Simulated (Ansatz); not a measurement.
A 12-atom cell of HfSiO4 built on tetragonal HfO2 (relaxed group P2_1/m) (it has left that coordination) at its r2SCAN geometry, run in Ansatz 0.2.0 at 3 levels of theory. No magnetic order. The prototype was imposed, so other structures may be more stable.

The PBE+SOC input:
```yaml
crystal:
  lattice:
    - [5.325217015, 0.0, 0.5257493608]
    - [0.0, 3.5800380744, 0.0]
    - [0.7210438904, 0.0, 6.7706105221]
  atoms:
    - { symbol: Hf, position: [0.2664605619, 0.25, 0.1911761991] }
    - { symbol: Hf, position: [0.7335394381, 0.75, 0.8088238009] }
    - { symbol: O, position: [0.4240533042, 0.25, 0.8586256727] }
    - { symbol: O, position: [0.5759466958, 0.75, 0.1413743273] }
    - { symbol: O, position: [0.1007539931, 0.75, 0.1576663047] }
    - { symbol: O, position: [0.8992460069, 0.25, 0.8423336953] }
    - { symbol: Si, position: [0.2066312141, 0.25, 0.7105496247] }
    - { symbol: Si, position: [0.7933687859, 0.75, 0.2894503753] }
    - { symbol: O, position: [0.2963323615, 0.25, 0.4673339018] }
    - { symbol: O, position: [0.7036676385, 0.75, 0.5326660982] }
    - { symbol: O, position: [0.1462864297, 0.75, 0.7248033332] }
    - { symbol: O, position: [0.8537135703, 0.25, 0.2751966668] }
kpoints:
  mp_grid: { grid: [6, 8, 4] }
  band_path:
    path:
      - [0.0, 0.0, 0.0]
      - [0.0, -0.5, 0.0]
      - [0.0, -0.5, -0.5]
      - [0.0, 0.0, -0.5]
      - [-0.5, 0.0, -0.5]
      - [-0.5, -0.5, -0.5]
      - [-0.5, -0.5, 0.0]
      - [-0.5, 0.0, 0.0]
      - [0.0, 0.375, -0.5]
      - [0.0, -0.3, -0.5]
    npoints: 1
hamiltonian:
  xc: pbe
scf:
  occupations: { method: fixed }
  n_extra_bands: 14
magnetization:
  noncollinear: true
  spin_orbit: true
output:
  forces: true
  stress: true
  eigenvalues: true
  write_density: true
  write_potential: true
  elf: true
  volumetric_format: npy
```

Main results, then, where recorded, the levels near the gap in eV from the Fermi energy (columns number the bands from 0), one row a point of the path (Γ, Z, D, B, A, E, C₂, Y₂, D–B (0.25), D–B (0.40)):
```
Crystal: 12 atoms, lattice volume = 127.721 Å³
Symmetry: 4 space group operations + 4 with time reversal
Magnetic group: BNS 11.51 (UNI 58)
```
```
Basis set: ecut = 420 eV, 2477 PW (Γ)
k-points: 70 of 192
SCF 1 converged in 13 iterations: F = -37306.436046 eV  dr2 = 2.33e-8
Free energy (F): -37306.436046 eV
Fermi energy:    10.841729 eV
--- Forces (eV/Å), atoms counted from 1 ---
  atom   1  Hf      0.10540      0.00000    -0.05151
  atom   2  Hf    -0.10540      0.00000      0.05151
  atom   3  O       0.20824      0.00000      0.14209
  atom   4  O     -0.20824      0.00000    -0.14209
  atom   5  O       0.12653      0.00000    -0.16327
  atom   6  O     -0.12653      0.00000      0.16327
  atom   7  Si      0.04003      0.00000      0.00291
  atom   8  Si    -0.04003      0.00000    -0.00291
  atom   9  O       0.11063      0.00000    -0.16314
  atom  10  O     -0.11063      0.00000      0.16314
  atom  11  O     -0.00345      0.00000    -0.00347
  atom  12  O       0.00345      0.00000      0.00347
--- Stress (GPa, compression-positive) ---
        6.086411       0.000000      -0.023269
        0.000000       6.453583       0.000000
       -0.023269       0.000000       6.540740
  P = ⅓ Tr σ = 6.3602 GPa (63.602 kbar)
```

With PBE+SOC the valence top lies at D–B (0.25 of the way from D) and the conduction bottom at Γ, 4.66 eV higher; the smallest vertical gap, at D–B (0.40 of the way from D), is 4.82 eV.

HSE06. Against the first input these blocks differ (the band path and keys that only write files left aside):
```yaml
kpoints:
  mp_grid: { grid: [4, 4, 2] }
hamiltonian:
  xc: hse06
scf:
  occupations: { method: fixed }
  n_extra_bands: 7
```
(magnetization left out)

```
Basis set: ecut = 420 eV, 2477 PW (Γ)
k-points: 18 of 32
SCF 1 stopped early in 3 iterations: F = -37269.196984 eV  dr2 = 1.17e-3
Exchange kernel: α = 0.2500, screened, ω = 0.2079 Å⁻¹, Wigner–Seitz truncation, v(0) = 1026.0731 eV·Å³, q-mesh 4×4×2
SCF 2 stopped early in 8 iterations: F = -37270.126220 eV  dr2 = 4.32e-6
hybrid outer 1: dexx = +5.572e-2 eV, tail = 2.14e-3 eV
SCF 3 converged in 6 iterations: F = -37270.124802 eV  dr2 = 8.41e-10
hybrid outer 2: dexx = +5.230e-6 eV, tail = 3.26e-7 eV, Δε = 9.71e-3 eV, ΔF = 9.43e-3 eV/Å
SCF 4 converged in 2 iterations: F = -37270.124802 eV  dr2 = 1.38e-9
hybrid outer 3: dexx = +5.604e-9 eV, tail = 3.90e-9 eV, Δε = 1.41e-4 eV, ΔF = 1.49e-4 eV/Å
Free energy (F): -37270.124802 eV
Fermi energy:    9.636548 eV
--- Forces (eV/Å), atoms counted from 1 ---
  atom   1  Hf    -0.07572      0.00000      0.08519
  atom   2  Hf      0.07572      0.00000    -0.08519
  atom   3  O     -0.00332      0.00000      0.00506
  atom   4  O       0.00332      0.00000    -0.00506
  atom   5  O     -0.04838      0.00000      0.07973
  atom   6  O       0.04838      0.00000    -0.07973
  atom   7  Si    -0.04003      0.00000    -0.11403
  atom   8  Si      0.04003      0.00000      0.11403
  atom   9  O     -0.05871      0.00000      0.07167
  atom  10  O       0.05871      0.00000    -0.07167
  atom  11  O     -0.04917      0.00000      0.03595
  atom  12  O       0.04917      0.00000    -0.03595
--- Stress (GPa, compression-positive) ---
       -0.150269       0.000000       0.081898
        0.000000      -0.449526       0.000000
        0.081895       0.000000      -0.252039
  P = ⅓ Tr σ = -0.2839 GPa (-2.839 kbar)
```
```tsv
band_51	band_52	band_53	band_54	band_55	band_56
-0.864	-0.747	-0.561	6.383	6.826	7.123
-1.186	-0.281	-0.281	6.995	6.995	7.633
-1.151	0.000	0.000	6.793	6.793	7.707
-0.790	-0.758	-0.703	6.821	6.914	7.045
-0.776	-0.538	-0.334	6.824	7.001	7.281
-1.127	-0.027	-0.027	6.927	6.927	7.493
-0.983	-0.297	-0.297	6.904	6.904	7.719
-0.992	-0.662	-0.210	6.986	7.035	7.233
-1.198	-0.028	0.022	6.683	6.704	7.352
-1.192	-0.092	-0.019	6.553	6.737	7.140
```

The HSE06 gap is indirect, 6.36 eV (D–B (0.25 of the way from D) to Γ), below the direct gap of 6.57 eV at D–B (0.40 of the way from D). The mean stress, -0.3 GPa, is small, and the program warns that its thresholds are loose for a hybrid's stress.

PBE0. Against the first input these blocks differ (the band path and keys that only write files left aside):
```yaml
kpoints:
  mp_grid: { grid: [4, 4, 2] }
hamiltonian:
  xc: pbe0
scf:
  occupations: { method: fixed }
  n_extra_bands: 7
```
(magnetization left out)

```
Basis set: ecut = 420 eV, 2477 PW (Γ)
k-points: 18 of 32
SCF 1 stopped early in 3 iterations: F = -37269.195951 eV  dr2 = 1.17e-3
Exchange kernel: α = 0.2500, full range, Wigner–Seitz truncation, v(0) = 8607.5802 eV·Å³, q-mesh 4×4×2
SCF 2 stopped early in 7 iterations: F = -37266.581759 eV  dr2 = 1.34e-5
hybrid outer 1: dexx = +7.058e-2 eV, tail = 2.30e-3 eV
SCF 3 converged in 7 iterations: F = -37266.580672 eV  dr2 = 1.10e-9
hybrid outer 2: dexx = +6.548e-6 eV, tail = 5.65e-7 eV, Δε = 1.02e-2 eV, ΔF = 1.57e-2 eV/Å
SCF 4 converged in 2 iterations: F = -37266.580673 eV  dr2 = 1.42e-9
hybrid outer 3: dexx = +6.051e-9 eV, tail = 4.02e-9 eV, Δε = 1.27e-4 eV, ΔF = 1.67e-4 eV/Å
Free energy (F): -37266.580673 eV
Fermi energy:    9.238076 eV
--- Forces (eV/Å), atoms counted from 1 ---
  atom   1  Hf    -0.06082      0.00000      0.07267
  atom   2  Hf      0.06082      0.00000    -0.07267
  atom   3  O     -0.00451      0.00000      0.00299
  atom   4  O       0.00451      0.00000    -0.00299
  atom   5  O     -0.05426      0.00000      0.07426
  atom   6  O       0.05426      0.00000    -0.07426
  atom   7  Si    -0.03033      0.00000    -0.11865
  atom   8  Si      0.03033      0.00000      0.11865
  atom   9  O     -0.05550      0.00000      0.09037
  atom  10  O       0.05550      0.00000    -0.09037
  atom  11  O     -0.03965      0.00000      0.03463
  atom  12  O       0.03965      0.00000    -0.03463
--- Stress (GPa, compression-positive) ---
       -0.187360       0.000000       0.083805
        0.000000      -0.421720       0.000000
        0.083800       0.000000      -0.297346
  P = ⅓ Tr σ = -0.3021 GPa (-3.021 kbar)
```
```tsv
band_51	band_52	band_53	band_54	band_55	band_56
-0.867	-0.744	-0.565	7.151	7.578	7.905
-1.185	-0.285	-0.285	7.773	7.773	8.416
-1.150	0.000	0.000	7.569	7.569	8.492
-0.790	-0.761	-0.707	7.589	7.678	7.827
-0.779	-0.540	-0.335	7.604	7.781	8.062
-1.128	-0.027	-0.027	7.705	7.705	8.275
-0.983	-0.300	-0.300	7.682	7.682	8.503
-0.998	-0.663	-0.211	7.767	7.816	8.013
-1.197	-0.028	0.024	7.456	7.481	8.133
-1.192	-0.093	-0.017	7.328	7.511	7.920
```

With PBE0 the valence top lies at D–B (0.25 of the way from D) and the conduction bottom at Γ, 7.13 eV higher; the smallest vertical gap, at D–B (0.40 of the way from D), is 7.35 eV. The mean stress, -0.3 GPa, is small, and the program warns that its thresholds are loose for a hybrid's stress.

Small level splittings and stresses of the hybrids carry the error of their coarser meshes.

Totals of different functionals, or with and without spin-orbit coupling, can't be compared.

Only the levels marked +SOC include spin-orbit coupling.

The meshes of the hybrids are coarse, so their gaps aren't converged to the digits shown.
